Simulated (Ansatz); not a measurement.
Runs of Ansatz 0.2.0 on Sb. Symmetry: R-3m, No. 166, trigonal system. Conventional cell: a = 4.308 Å, b = 4.308 Å, c = 11.274 Å, α = 90.00°, β = 90.00°, γ = 120.00°. Sb (site symmetry 3m) has 3 Sb at 2.91 Å as nearest neighbours. 

```tsv
task	level	cutoff (eV)	basis error allowed	pressure (GPa)	V0 of scaled cells (Å³/atom)	B0 (GPa)	largest force (eV/Å)
band structure	PBEsol	230	0.001 eV/atom	0.0	-	-	0.10
equation of state	LDA	-	0.001 eV/atom	-	(a)	(b)	-
band structure	LDA	230	0.001 eV/atom	-1.2	-	-	0.01
single point	PBEsol	230	0.001 eV/atom	0.0	-	-	0.10
equation of state	PBEsol	-	0.0005 eV/atom	-	30.22	57	-
```

Alike in all rows: potentials or basis all-electron LAPW, scalar-relativistic; no spin polarisation; cell as given; k mesh 8 × 8 × 8; smearing fermi-dirac 0.05 eV.

Task: Estimate the missing entries.

Result: (a) 29.60; (b) 60.

Caveats: the cell was scaled at fixed shape and fractional positions, which overstates the stiffness of a crystal with free parameters, most of all of layers and chains (some runs).

Runs at the PBE level aren't shown here.
